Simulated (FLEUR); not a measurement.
# Ta (Im-3m) in FLEUR: notebook, part 3 of 3

FLEUR MaX-R8.1 (later development tree).

### 9 Band structure, Wu-Cohen GGA, spin-orbit coupling, no magnetisation

inp.xml

```xml
<?xml version="1.0" encoding="UTF-8" standalone="no"?>
<fleurInput fleurInputVersion="0.39">
   <comment>
      Ta                                                                                                  
   </comment>
   <calculationSetup>
      <cutoffs Kmax="4.1" Gmax="12.7" GmaxXC="12.7" numbands="all"/>
      <scfLoop itmax="60" minDistance="0.00001" maxIterBroyd="15" imix="Anderson" alpha="0.05" precondParam="0.0" spinf="2.0" sdNocoIR="T"/>
      <coreElectrons ctail="T" frcor="F" kcrel="0" coretail_lmax="0"/>
      <xcFunctional name="wc" relativisticCorrections="F"/>
      <magnetism jspins="1"/>
      <soc l_soc="T" theta="0.0" phi="0.0" spav="F"/>
      <expertModes spex="0" secvar="F"/>
      <geometryOptimization l_f="F" forcealpha="1.0" forcemix="BFGS" epsdisp="0.00001" epsforce="0.00001"/>
      <ldaU l_linMix="F" mixParam="0.05" spinf="1.0"/>
   </calculationSetup>
   <cell>
      <bzIntegration valenceElectrons="27.0" mode="hist" fermiSmearingEnergy="0.00183747">
         <kPointListSelection listName="default-1"/>
         <!-- k-points included here -->
         <xi:include xmlns:xi="http://www.w3.org/2001/XInclude" href="kpts.xml"> </xi:include>
      </bzIntegration>
      <!-- symmetry operations included here -->
      <xi:include xmlns:xi="http://www.w3.org/2001/XInclude" href="sym.xml"> </xi:include>
      <bulkLattice scale="1.0">
         <bravaisMatrix>
            <row-1>   -3.1204669550294879     3.1204669550294879     3.1204669550294879</row-1>
            <row-2>    3.1204669550294879    -3.1204669550294879     3.1204669550294879</row-2>
            <row-3>    3.1204669550294879     3.1204669550294879    -3.1204669550294879</row-3>
         </bravaisMatrix>
      </bulkLattice>
   </cell>
   <atomSpecies>
      <species name="Tantalum (Ta)" element="Ta" atomicNumber="73">
         <mtSphere radius="2.5" gridPoints="827" logIncrement="0.016"/>
         <atomicCutoffs lmax="10" lnonsphr="8"/>
         <electronConfig flipSpins="F">
            <coreConfig>(1s1/2) (2s1/2) (2p1/2) (2p3/2) (3s1/2) (3p1/2) (3p3/2) (4s1/2) (3d3/2) (3d5/2) (4p1/2) (4p3/2) (4d3/2) (4d5/2)</coreConfig>
            <valenceConfig>(5s1/2) (5p1/2) (5p3/2) (6s1/2) (4f5/2) (4f7/2) (5d3/2) (5d5/2)</valenceConfig>
            <stateOccupation state="(5d3/2)" spinUp="0.600000" spinDown="0.600000"/>
            <stateOccupation state="(5d5/2)" spinUp="0.900000" spinDown="0.900000"/>
         </electronConfig>
         <energyParameters s="6" p="6" d="5" f="4"/>
         <lo type="SCLO" l="0" n="5" eDeriv="0"/>
         <lo type="SCLO" l="1" n="5" eDeriv="0"/>
         <lo type="SCLO" l="2" n="5" eDeriv="2"/>
         <lo type="SCLO" l="3" n="4" eDeriv="2"/>
      </species>
   </atomSpecies>
   <atomGroups>
      <atomGroup species="Tantalum (Ta)">
         <relPos label="                   1">.0000000000 .0000000000 .0000000000</relPos>
         <force calculate="T" relaxXYZ="TTT"/>
      </atomGroup>
   </atomGroups>
   <output dos="F" band="F" slice="F">
      <checks vchk="F" cdinf="F"/>
      <bandDOS minEnergy="-.5*Htr" maxEnergy="0.5*Htr" sigma="0.015" storeEVData="T"/>
      <vacuumDOS vacdos="F" integ="F" star="F" nstars="0" locx1="0.0" locy1="0.0" locx2="0.0" locy2="0.0" nstm="0" tworkf="0.0"/>
      <unfoldingBand unfoldBand="F" supercellX="1" supercellY="1" supercellZ="1"/>
      <plotting iplot="0" polar="F">
         <plot TwoD="T" vec1="  1.0  0.0  0.0" vec2="  0.0  1.0  0.0" vec3="  0.0  0.0  1.0" zero="  0.0  0.0  0.0" file="plot"/>
      </plotting>
      <chargeDensitySlicing numkpt="0" minEigenval="0.0" maxEigenval="0.0" nnne="0" pallst="F"/>
      <specialOutput eonly="F"/>
      <moessbauerParams electricFieldGradient="T" isomerShift="T" coreHyperfine="T" valenceHyperfine="T"/>
      <magneticCircularDichroism mcd="F" energyLo="-10.0" energyUp="0.0"/>
   </output>
  <!-- We include the file relax.xml here to enable relaxations (see documentation) -->
  <xi:include xmlns:xi="http://www.w3.org/2001/XInclude" href="relax.xml"> <xi:fallback/> </xi:include>
</fleurInput>
```

crystal.txt

```
Ta
&input cartesian=F /
-1.6512800000  1.6512800000  1.6512800000
1.6512800000  -1.6512800000  1.6512800000
1.6512800000  1.6512800000  -1.6512800000
1.8897261246
1.0 1.0 1.0

1
73 0.0000000000  0.0000000000  0.0000000000

&soc 0.0 0.0 /
&kpt div1=8 div2=8 div3=8 gamma=T /
```

inp.xml (bands)

```
<?xml version="1.0" encoding="UTF-8" standalone="no"?>
<fleurInput fleurInputVersion="0.39">
   <comment>
      Ta                                                                                                  
   </comment>
   <calculationSetup>
      <cutoffs Kmax="4.1" Gmax="12.7" GmaxXC="12.7" numbands="all"/>
      <scfLoop itmax="60" minDistance="0.00001" maxIterBroyd="15" imix="Anderson" alpha="0.05" precondParam="0.0" spinf="2.0" sdNocoIR="T"/>
      <coreElectrons ctail="T" frcor="F" kcrel="0" coretail_lmax="0"/>
      <xcFunctional name="wc" relativisticCorrections="F"/>
      <magnetism jspins="1"/>
      <soc l_soc="T" theta="0.0" phi="0.0" spav="F"/>
      <expertModes spex="0" secvar="F"/>
      <geometryOptimization l_f="F" forcealpha="1.0" forcemix="BFGS" epsdisp="0.00001" epsforce="0.00001"/>
      <ldaU l_linMix="F" mixParam="0.05" spinf="1.0"/>
   </calculationSetup>
   <cell>
      <bzIntegration valenceElectrons="27.0" mode="hist" fermiSmearingEnergy="0.00183747">
         <kPointListSelection listName="path-1"/>
         <!-- k-points included here -->
         <xi:include xmlns:xi="http://www.w3.org/2001/XInclude" href="kpts.xml"> </xi:include>
      </bzIntegration>
      <!-- symmetry operations included here -->
      <xi:include xmlns:xi="http://www.w3.org/2001/XInclude" href="sym.xml"> </xi:include>
      <bulkLattice scale="1.0">
         <bravaisMatrix>
            <row-1>   -3.1204669550294879     3.1204669550294879     3.1204669550294879</row-1>
            <row-2>    3.1204669550294879    -3.1204669550294879     3.1204669550294879</row-2>
            <row-3>    3.1204669550294879     3.1204669550294879    -3.1204669550294879</row-3>
         </bravaisMatrix>
      </bulkLattice>
   </cell>
   <atomSpecies>
      <species name="Tantalum (Ta)" element="Ta" atomicNumber="73">
         <mtSphere radius="2.5" gridPoints="827" logIncrement="0.016"/>
         <atomicCutoffs lmax="10" lnonsphr="8"/>
         <electronConfig flipSpins="F">
            <coreConfig>(1s1/2) (2s1/2) (2p1/2) (2p3/2) (3s1/2) (3p1/2) (3p3/2) (4s1/2) (3d3/2) (3d5/2) (4p1/2) (4p3/2) (4d3/2) (4d5/2)</coreConfig>
            <valenceConfig>(5s1/2) (5p1/2) (5p3/2) (6s1/2) (4f5/2) (4f7/2) (5d3/2) (5d5/2)</valenceConfig>
            <stateOccupation state="(5d3/2)" spinUp="0.600000" spinDown="0.600000"/>
            <stateOccupation state="(5d5/2)" spinUp="0.900000" spinDown="0.900000"/>
         </electronConfig>
         <energyParameters s="6" p="6" d="5" f="4"/>
         <lo type="SCLO" l="0" n="5" eDeriv="0"/>
         <lo type="SCLO" l="1" n="5" eDeriv="0"/>
         <lo type="SCLO" l="2" n="5" eDeriv="2"/>
         <lo type="SCLO" l="3" n="4" eDeriv="2"/>
      </species>
   </atomSpecies>
   <atomGroups>
      <atomGroup species="Tantalum (Ta)">
         <relPos label="                   1">.0000000000 .0000000000 .0000000000</relPos>
         <force calculate="T" relaxXYZ="TTT"/>
      </atomGroup>
   </atomGroups>
   <output dos="F" band="T" slice="F">
      <checks vchk="F" cdinf="F"/>
      <bandDOS minEnergy="-.5*Htr" maxEnergy="0.5*Htr" sigma="0.015" storeEVData="T"/>
      <vacuumDOS vacdos="F" integ="F" star="F" nstars="0" locx1="0.0" locy1="0.0" locx2="0.0" locy2="0.0" nstm="0" tworkf="0.0"/>
      <unfoldingBand unfoldBand="F" supercellX="1" supercellY="1" supercellZ="1"/>
      <plotting iplot="0" polar="F">
         <plot TwoD="T" vec1="  1.0  0.0  0.0" vec2="  0.0  1.0  0.0" vec3="  0.0  0.0  1.0" zero="  0.0  0.0  0.0" file="plot"/>
      </plotting>
      <chargeDensitySlicing numkpt="0" minEigenval="0.0" maxEigenval="0.0" nnne="0" pallst="F"/>
      <specialOutput eonly="F"/>
      <moessbauerParams electricFieldGradient="T" isomerShift="T" coreHyperfine="T" valenceHyperfine="T"/>
      <magneticCircularDichroism mcd="F" energyLo="-10.0" energyUp="0.0"/>
   </output>
  <!-- We include the file relax.xml here to enable relaxations (see documentation) -->
  <xi:include xmlns:xi="http://www.w3.org/2001/XInclude" href="relax.xml"> <xi:fallback/> </xi:include>
</fleurInput>
```

Potentials or basis: all-electron, FLAPW.

Launch:

```console
$ inpgen -f crystal.txt -profile fastHighL
$ # inp.xml edited to the form shown
$ fleur_MPI
$ fleur_MPI   # second run, on inp.xml (bands)
```

Wall time 3.6 min (1 thread of Intel Xeon Platinum 8488C (Sapphire Rapids), shared host); peak memory 0.14 GiB.

It converged, with:

```
Free energy                                           : -425179.4224 eV
Band gap along the path                               : none (metal or under the smearing width)
Valence electrons inside the program's atomic spheres : Ta 24.90 (radii Ta 2.5 bohr)
```

Levels at the corners of the path, in eV from the Fermi level:
```
point  band 24  band 25  band 26  band 27  band 28  band 29
    Γ    -7.88     0.57     0.57     0.57     0.57     0.99
    H    -3.80    -3.80    -3.80     6.64     6.64     6.64
    N    -4.36    -1.55    -1.55     1.69     1.69     3.86
    Γ    -7.88     0.57     0.57     0.57     0.57     0.99
    P    -1.57    -1.01    -1.01    -1.01    -1.01     5.08
    H    -3.80    -3.80    -3.80     6.64     6.64     6.64
    P    -1.57    -1.01    -1.01    -1.01    -1.01     5.08
    N    -4.36    -1.55    -1.55     1.69     1.69     3.86
```

Core levels (eV from the Fermi level):
```
atom                                                                                                                                                                                                          levels
1 Ta  1s1/2 -67268.2, 2s1/2 -11544.8, 2p1/2 -11033.4, 2p3/2 -9763.0, 3s1/2 -2640.0, 3p1/2 -2412.7, 3p3/2 -2139.2, 4s1/2 -533.4, 3d3/2 -1755.3, 3d5/2 -1695.8, 4p1/2 -439.7, 4p3/2 -376.7, 4d3/2 -222.8, 4d5/2 -211.2
```

### 10 Against experiment

Step 8. A measured bulk modulus of Ta is 194 GPa (quoted in “Pressure effects on the electronic structure and superconductivity of (TaNb)0.67(HfZrTi)0.33 high entropy alloy”, 2019, arxiv:1910.08312); the calculated 212 GPa misses it by +9.1 %. The fit is for a static lattice scaled at fixed shape and fixed fractional positions.
